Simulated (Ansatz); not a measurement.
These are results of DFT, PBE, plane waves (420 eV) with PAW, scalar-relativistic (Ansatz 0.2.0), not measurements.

An element in the simple cubic structure gives this curve. The cell is scaled uniformly from the relaxed one, with fractional coordinates and shape fixed. Energies are extrapolated to zero smearing, pressures are those at the given smearing. Magnetic state: spin not included.

```tsv
V (Å³/atom)	E − E₀ (meV/atom)	P (GPa)
17.990	85.6	13.06
18.807	33.5	7.57
19.625	6.7	3.17
20.443	0.1	-0.34
21.261	9.7	-3.15
22.078	32.1	-5.40
22.896	64.8	-7.20
```

**Question.** Which element is it?
A. tungsten
B. arsenic
C. selenium
D. titanium

**Answer.** B. Its fit is V₀ = 20.34 Å³/atom, B₀ = 80 GPa, B₀′ = 4.6.
